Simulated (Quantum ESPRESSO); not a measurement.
# MoP under changes of volume

One of the cells (14.353 Å³/atom); the others are scaled copies at fixed shape and fractional positions:

```
CELL_PARAMETERS angstrom
3.22300 0.00000 0.00000
-1.61150 2.79120 0.00000
0.00000 0.00000 3.19100
ATOMIC_POSITIONS crystal
Mo 0.00000 0.00000 0.00000
P 0.33333 0.66667 0.50000
```

- Program: Quantum ESPRESSO 7.5
- Functional: PBE
- Potentials or basis: SSSP 1.3 efficiency PBE
- Cutoff: 816 eV
- Density cutoff: 5987 eV
- k mesh: 10 × 10 × 8
- Occupations: fermi-dirac, width 0.05 eV
- Spin: no spin polarisation

```csv
volume (Å³/atom),energy over the lowest point (meV/atom),pressure (GPa)
13.492,55.82,19.0
13.779,?,?
14.066,9.12,7.4
14.353,0.35,2.4
14.640,0.00,-2.0
14.927,7.20,-6.0
15.214,21.19,-9.6
```

**Question.** What does the run at 13.779 Å³/atom give?

**Answer.** Energy over the lowest point 27.25 meV/atom; pressure 12.9 GPa.

Worked out: A Birch-Murnaghan fit of order 3 (a polynomial in V^(-2/3)) to the other rows has its minimum at 14.51 Å³/atom with B0 = V·E''(V) = 224 GPa and B' = 4.4 at fixed shape and positions, which overstates the stiffness. It gives 27.25 meV/atom at 13.779 Å³/atom, against the run's 27.25, and -dE/dV = 12.9 GPa, against 12.9.

Energies are extrapolated to zero smearing.
